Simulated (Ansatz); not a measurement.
**Zr2N: a tetragonal deformation path**

The task here is to estimate one member of a computed series from the others.

Computed with Ansatz 0.2.0 (DFT PBEsol, scalar-relativistic, plane waves, PAW, unless a step's input says otherwise).

1 further run of the same task is left out (set aside as unsound or not needed). Runs told in other sessions of the task aren't counted.

## Starting point

Symmetry: P4_2/mnm, No. 136, tetragonal system. The conventional cell has a = 5.370 Å, b = 5.370 Å, c = 3.273 Å, α = 90.00°, β = 90.00°, γ = 90.00°. Around Zr (site symmetry m2m) lie 3 N at 2.25 Å. N (site symmetry mmm) is surrounded by 6 Zr at 2.25 Å.

As a file:

```
Zr N
1.0
     5.37005    0.00000    0.00000
     0.00000    5.37005    0.00000
     0.00000    0.00000    3.27262
Zr N
4 2
Cartesian
  1.5909 1.5909 0.0000
  3.7792 3.7792 0.0000
  4.2759 1.0941 1.6363
  1.0941 4.2759 1.6363
  0.0000 0.0000 0.0000
  2.6850 2.6850 1.6363
```

It goes back to an entry of the Materials Project, which need not be the stable form.

This cell was relaxed beforehand with the same method: volume 15.73 Å³/atom, gap on the mesh none (metal).

Set-up of the first run:

input.yaml reads:

```yaml
crystal:
  lattice:
    - [5.3700487691, 0.0, 0.0]
    - [0.0, 5.3700487691, 0.0]
    - [0.0, 0.0, 3.2726229568]
  atoms:
    - { symbol: Zr, position: [0.2962523428, 0.2962523428, 0.0] }
    - { symbol: Zr, position: [0.7037476572, 0.7037476572, 0.0] }
    - { symbol: Zr, position: [0.7962523428, 0.2037476572, 0.5] }
    - { symbol: Zr, position: [0.2037476572, 0.7962523428, 0.5] }
    - { symbol: "N", position: [0.0, 0.0, 0.0] }
    - { symbol: "N", position: [0.5, 0.5, 0.5] }
basis:
  ecutwfc: 420
kpoints:
  mp_grid: { grid: [10, 10, 16] }
hamiltonian:
  xc: pbesol
scf:
  occupations: { method: gaussian, width: 0.15 }
output:
  forces: true
  stress: true
  eigenvalues: true
```

On the command line:

```sh
> ansatz run input.yaml --threads 1 --pin off --max-ram 2560MiB --backend cpu --events-out ev --progress --plain --runs-dir out
```

Among the steps run: Zero of the scan; Point ρ = 0.850; ρ = 1.200; At ρ = 0.920; ρ = 1.100; At ρ = 0.960; ρ = 1.050; At ρ = 0.800; ρ = 1.300.

One table of the session follows, with a row left open; its other results are not shown here.

It belongs to the step «The scan collected». 

```
    ρ  ΔE (meV/atom)  pressure (GPa)
0.800          440.1             4.0
0.850          238.6             2.6
0.920           63.0             1.0
0.960           15.2             0.4
1.000            0.0             0.0
1.050           18.8            -0.2
1.100              ?               ?
1.200          222.9             0.8
1.300          409.7             2.5
```

Q: Estimate the row for ρ = 1.100 from the others.

Worked estimate for «ΔE (meV/atom)». A straight line through the neighbours (1.050, 18.8) and (1.200, 222.9) gives 18.8 + (222.9 − 18.8) × (1.100 − 1.050) / (1.200 − 1.050) = 86.8; a parabola fitted to 4 rows on both sides gives 77.3.

As computed: ΔE (meV/atom): 69.3; pressure (GPa): -0.1. In «ΔE (meV/atom)» the line misses by +17.5 and the parabola by +8.0.
